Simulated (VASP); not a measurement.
# MoS2 (P-3m1) in VASP: single point with r2SCAN

Aim: the single point of MoS2 with r2SCAN.

All numbers are computed with VASP 6.6.1; they aren't measurements. Logs are shortened: lines on timing, memory, paths and dates and some standing lists are left out, and cuts for length are marked.

## Step 1: The structure

The structure is trigonal, space group P-3m1 (No. 164). The conventional cell has a = 3.227 Å, b = 3.227 Å, c = 6.312 Å, α = 90.00°, β = 90.00°, γ = 120.00°. Around Mo (site symmetry -3m) lie 6 S at 2.42 Å. S (site symmetry 3m) has 3 Mo at 2.42 Å as nearest neighbours.

Measurements of this composition are mostly on another form, of space group No. 194.

## Step 2: Single point, r2SCAN

POSCAR reads:

```
MoS2
1.0
    3.2274650000      0.0000000000      0.0000000000
   -1.6137320000      2.7950660000      0.0000000000
    0.0000000000      0.0000000000      6.3124730000
Mo S
1 2
Direct
    0.0000000000      0.0000000000      0.5000000000
    0.3333330000      0.6666670000      0.2553190000
    0.6666670000      0.3333330000      0.7446810000
```

INCAR.step1 reads:

```
ALGO = Normal
EDIFF = 1E-4
ENCUT = 520
GGA = PE
ISMEAR = 1
LASPH = T
LCHARG = F
LREAL = F
LWAVE = T
NBANDS = 20
NELM = 100
PREC = Accurate
SIGMA = 0.1
```

INCAR.step2 reads:

```
ALGO = Normal
EDIFF = 1E-6
ENCUT = 520
ISIF = 2
ISMEAR = 1
ISTART = 1
LASPH = T
LCHARG = T
LELF = T
LMIXTAU = T
LREAL = F
LVHAR = T
LWAVE = F
METAGGA = R2SCAN
NBANDS = 20
NELM = 100
PREC = Accurate
SIGMA = 0.1
```

KPOINTS reads:

```
k-points
0
Gamma
  8 8 4
```

Potentials or basis: VASP PAW PBE potentials, release 64 (Mo_sv, S).

Run with:

```console
> cat potpaw_PBE.64/Mo_sv/POTCAR potpaw_PBE.64/S/POTCAR > POTCAR
> cp INCAR.step1 INCAR
> mpirun -np 1 vasp_std > vasp.out
> cp INCAR.step2 INCAR
> mpirun -np 1 vasp_std > vasp.out
```

OUTCAR:

```text
EDIFF = 1E-6
   ENCUT = 520
   ISIF = 2
   ISMEAR = 1
   ISTART = 1
   LASPH = T
   LREAL = F
   METAGGA = R2SCAN
   NELM = 100
   PREC = Accurate

 ion  position               nearest neighbor table
   1  0.000  0.000  0.500-   2 2.42   3 2.42   2 2.42   3 2.42   3 2.42   2 2.42
   2  0.333  0.667  0.255-   1 2.42   1 2.42   1 2.42
   3  0.667  0.333  0.745-   1 2.42   1 2.42   1 2.42

  LATTYP: Found a hexagonal cell.
 ALAT       =     3.2274650000
 C/A-ratio  =     1.9558610241

  Lattice vectors:

 A1 = (   3.2274650000,   0.0000000000,   0.0000000000)
 A2 = (  -1.6137320000,   2.7950660000,   0.0000000000)
 A3 = (   0.0000000000,   0.0000000000,   6.3124730000)

Analysis of symmetry for initial positions (statically):
=====================================================================
 Subroutine PRICEL returns:
 Original cell was already a primitive cell.

 Routine SETGRP: Setting up the symmetry group for a
 hexagonal supercell.

 Subroutine GETGRP returns: Found 12 space group operations
 (whereof 12 operations were pure point group operations)
 out of a pool of 24 trial point group operations.

The static configuration has the point symmetry D_3d.

Analysis of symmetry for dynamics (positions and initial velocities):
=====================================================================
 Subroutine PRICEL returns:
 Original cell was already a primitive cell.

 Routine SETGRP: Setting up the symmetry group for a
 hexagonal supercell.

 Subroutine GETGRP returns: Found 12 space group operations
 (whereof 12 operations were pure point group operations)
 out of a pool of 24 trial point group operations.

The dynamic configuration has the point symmetry D_3d.

 Subroutine INISYM returns: Found 12 space group operations
 (whereof 12 operations are pure point group operations),
 and found     1 'primitive' translations

----------------------------------------------------------------------------------------

                                     Primitive cell

  volume of cell :      56.9447

  direct lattice vectors                    reciprocal lattice vectors
     3.227465000  0.000000000  0.000000000     0.309840695  0.178886597  0.000000000
[... 84 lines left out ...]
   LSORBIT =      F    spin-orbit coupling
   LASPH  =      T    aspherical Exc in radial PAW
   ENCUT  =  520.0 eV  38.22 Ry    6.18 a.u.   6.00  6.00 11.74*2*pi/ulx,y,z
   NELM   =    100;   NELMIN=  2; NELMDL=  0     # of ELM steps
   EDIFF  = 0.1E-05   stopping-criterion for ELM
   LREAL  =      F    real-space projection
   EDIFFG = 0.1E-04   stopping-criterion for IOM
   NSW    =      0    number of steps for IOM
   IBRION =     -1    ionic relax: 0-MD 1-quasi-New 2-CG
   NFREE  =      0    steps in history (QN), initial steepest desc. (CG)
   ISIF   =      2    stress and relaxation
   ISYM   =      2    0-nonsym 1-usesym 2-fastsym
   POTIM  = 0.5000    time-step for ionic-motion
   TEBEG  =    0.0;   TEEND  =   0.0 temperature during run
   PSTRESS=    0.0 pullay stress
   NELECT =      26.0000    total number of electrons
   NUPDOWN=      -1.0000    fix difference up-down
   EMIN   =  10.00;   EMAX   =-10.00  energy-range for DOS
   EFERMI =   0.00;   METHOD = LEGACY
   ISMEAR =     1;   SIGMA  =   0.10  broadening in eV -4-tet -1-fermi 0-gaus
   EFERMI_NEDOS =   21; number of points for ismear=-14 and -15
   IALGO  =     38    algorithm
   IMIX   =      4    mixing-type and parameters
     AMIX     =   0.40;   BMIX     =  1.00
     AMIX_MAG =   1.60;   BMIX_MAG =  1.00
  volume/ion in A,a.u.               =      18.98       128.09
  Fermi-wavevector in a.u.,A,eV,Ry     =   1.260612  2.382212 21.621611  1.589144
  Thomas-Fermi vector in A             =   2.394113
   LORBIT       =      0    0 simple, 1 ext, 2 COOP (PROOUT), +10 PAW based schemes
   METAGGA = R2SCAN    functional components
   LHFCALC =     F    Hartree Fock is set to
   AEXX    =    0.0000 exact exchange contribution
   IVDW    =     0    specifies the selected vdW correction
   LEPSILON=     F    determine dielectric tensor
   LRPA    =     F    only Hartree local field effects (RPA)
 non-spin polarized calculation
 Methfessel and Paxton  Order N= 1 SIGMA  =   0.10
  energy-cutoff  :      520.00
  volume of cell :       56.94
 maximum number of plane-waves:      1552
   NGX = 13   NGY = 13   NGZ = 23

 number of electron      26.0000001 magnetization

 Free energy of the ion-electron system (eV)
  ---------------------------------------------------
  ext. energy  EPLUGINS =         0.00000000
  ---------------------------------------------------
  free energy    TOTEN  =       -44.14576281 eV

  energy without entropy =      -44.14415427  energy(sigma->0) =      -44.14522663

 E-fermi :   6.8548     XC(G=0): -11.1001

 val. band max:        6.8490740153   @ k =   0.3750   0.2500   0.2500
 cond. band min:       6.8702492426   @ k =   0.1250  -0.0000   0.0000
 fundamental gap:      0.0211752273
 Fermi energy:         6.8547851245

 k-point     1 :       0.0000    0.0000    0.0000
  band No.  band energies     occupation
      1     -56.9503      2.00000
      2     -30.2496      2.00000
      3     -30.2238      2.00000
      4     -30.2237      2.00000
      5      -8.7334      2.00000
      6      -7.2281      2.00000
[... 541 lines left out ...]
     19      14.6351      0.00000
     20      16.1318      0.00000

 [... further k-points ...]

------------------------ aborting loop because EDIFF is reached ----------------------------------------

  FORCE on cell =-STRESS in cart. coord.  units (eV):
  Direction    XX          YY          ZZ          XY          YZ          ZX
  --------------------------------------------------------------------------------------
  -------------------------------------------------------------------------------------
  Total        0.0114683      0.0114683      0.0341713      0.0000000      0.0000000      0.0000000
  in kB        0.3226681      0.3226680      0.9614329      0.0000001      0.0000000      0.0000000
  external PRESSURE =       0.5355896 kB  Pullay stress =       0.0000000 kB

 VOLUME and BASIS-vectors are now :
 -----------------------------------------------------------------------------
  energy-cutoff  :      520.00
  volume of cell :       56.94
      direct lattice vectors                 reciprocal lattice vectors
     3.227465000  0.000000000  0.000000000     0.309840695  0.178886597  0.000000000
    -1.613732000  2.795066000  0.000000000     0.000000000  0.357773305  0.000000000
     0.000000000  0.000000000  6.312473000     0.000000000  0.000000000  0.158416519

 POSITION                                       TOTAL-FORCE (eV/Angst)
 -----------------------------------------------------------------------------------
      0.00000      0.00000      3.15624         0.000000      0.000000      0.000000
     -0.00000      1.86338      1.61169         0.000000      0.000000     -0.065320
      1.61373      0.93169      4.70078        -0.000000     -0.000000      0.065320
 -----------------------------------------------------------------------------------
    total drift:                                0.000000      0.000000      0.000000

  FREE ENERGIE OF THE ION-ELECTRON SYSTEM (eV)
  ---------------------------------------------------
  free  energy   TOTEN  =       -44.1457628078 eV

  energy  without entropy=      -44.1441542698  energy(sigma->0) =      -44.14522663
```

Wall time 63 s (1 thread of Intel Xeon 6975P-C (Granite Rapids), shared host); peak memory 0.19 GiB.

What came out:

```yaml
Free_energy: -44.1458 eV
Pressure: 0.1 GPa
Largest_force: 0.065 eV/Å
Band_gap_on_the_k_mesh: none (metal or under the smearing width)
```

Forces in eV/Å, atoms in the order of the input:
```
Mo   0.000  0.000  0.000
S    0.000  0.000 -0.065
S    0.000  0.000  0.065
```

Caveat: the PAW data sets were made with another functional, which shifts forces and pressure a little.
